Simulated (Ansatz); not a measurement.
Set up this calculation in Ansatz 0.2.0, as the native input.

- Task: single point
- Functional: PBE
- Potentials or basis: Ansatz PAW
- Cutoff: 420 eV (not typed: the program's choice for these potentials)
- k mesh: 12 × 12 × 12
- Occupations: gaussian, width 0.028 eV
- Spin: no spin polarisation

The system is BN.

```
CELL_PARAMETERS angstrom
1.25112 0.72234 3.37293
-1.25112 0.72234 3.37293
0.00000 -1.44467 3.37293
ATOMIC_POSITIONS crystal
N 0.66724 0.66724 0.66724
B 0.00033 0.00033 0.00033
```

The cell is a database's computed one.

The input as run:

input.yaml

```yaml
crystal:
  lattice:
    - [1.2511217832, 0.7223354983, 3.3729344033]
    - [-1.2511217832, 0.7223354983, 3.3729344033]
    - [0.0, -1.4446709966, 3.3729344033]
  atoms:
    - { symbol: "N", position: [0.6672382, 0.6672382, 0.6672382] }
    - { symbol: B, position: [0.0003288, 0.0003288, 0.0003288] }
hamiltonian:
  xc: pbe
  pseudopotentials: { kind: paw }
kpoints:
  mp_grid: { grid: [12, 12, 12] }
scf:
  occupations: { method: gaussian, width: 0.028 }
output:
  forces: true
  stress: true
  eigenvalues: true
  write_density: true
  write_potential: true
  elf: true
  volumetric_format: npy
```

Potentials or basis: Ansatz PAW.

Launch:

```console
$ ansatz run input.yaml --threads 2 --pin off --max-ram 5632MiB --backend cpu --events-out ev --progress --plain --runs-dir out
```

It gave:

```
Pressure               : 3.6 GPa
Band gap on the k mesh : 4.29 eV, indirect (least direct gap 4.70 eV)
```

Caveat: the pressure holds a Pulay correction of +0.6 GPa for the finite cutoff.

Run time: 1.8 s on 2 threads of Arm Neoverse V2, with other jobs on the host, peak memory 0.31 GiB.
